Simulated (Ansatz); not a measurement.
## Calculated coordination and ⁷³Ge quadrupole coupling for Ge

Cell: an entry of the Crystallography Open Database (COD) whose atoms were relaxed with PBE, the cell held.

Space group P4_32_12 (No. 96); a = 5.9164, c = 6.9555 Å.

| site | Wyckoff | site symmetry | x | y | z |
| --- | --- | --- | --- | --- | --- |
| Ge1 | 8b | 1 | 0.1727 | 0.3687 | 0.2609 |
| Ge9 | 4a | ..2 | 0.0903 | 0.0903 | 0.0000 |

One atom of each set is listed.

Computed with Ansatz: DFT, r2SCAN, plane waves and PAW (field gradients read without the response of the frozen cores, which leaves them typically 4 to 6 % off), scalar-relativistic, 500 eV cutoff, Γ-centred 6×6×5 k-points, Fermi–Dirac smearing 0.05 eV.

Q(⁷³Ge) = -196.0 mb.

Task: Order the Ge environments from the weakest to the strongest quadrupole coupling.
A. Ge9: 4 Ge at 2.48–2.50 Å
B. Ge1: 4 Ge at 2.48–2.51 Å

Result: A (20.4 MHz, η = 0.81), B (28.6 MHz, η = 0.81).

Like point charges on the first shell alone (each adding as 1/d³) would put Ge9 above Ge1: the covalent part of each bond and the atoms beyond the first shell count as well.

The largest force is 0.3 eV/Å, so the atoms aren't at the calculated equilibrium and relaxing them would move these values.
